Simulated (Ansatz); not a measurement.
Free-standing chains of the atoms of GaSb, named by their start (strip: triangular double chain, ladder: square double chain); atoms and period are relaxed, and energies count from relaxed bulk GaSb (F-43m, 29.99 Å³/atom, gap on the mesh 0.00 eV).

The calculation used DFT PBE, scalar-relativistic, plane waves, PAW (Ansatz 0.2.0).

Cutoff 420 eV, Gaussian smearing of 0.05 eV, energies at zero smearing, symmetry of each start kept, collinear spin where a moment is listed.

| start | atoms | k mesh | excess energy (eV per host atom) | period (Å) | gap on the mesh (eV) | highest filled level or Fermi level under vacuum (eV) | size of the moment (μB per cell) |
| --- | --- | --- | --- | --- | --- | --- | --- |
| linear chain | 2 | 1×1×13 | 1.280 | 5.176 | 0 | 4.97 | 0.77 |
| dimerised chain | 2 | 1×1×13 | 1.291 | 5.153 | 0 | 5.01 | 0.00 |
| zigzag chain | 2 | 1×1×15 | 1.024 | 4.382 | 0.13 | - | 0.00 |
| ladder chain | 4 | 1×1×13 | 0.782 | 5.286 | 0 | - | 0.46 |
| strip chain | 2 | 1×1×25 | 0.816 | 2.906 | 0 | - | 0.00 |

Spin-orbit coupling is left out, which matters for the bands of heavy elements. An odd mesh misses points on the zone edge, so a gap read on it can be too wide.

Gaps under about 0.2 eV rest on few k points and may close between them. Each run keeps its start's symmetry and one magnetic start, so lower states can exist. Rows stand on unlike meshes and boxes, so starts that end alike can differ by a few hundredths of an eV per atom.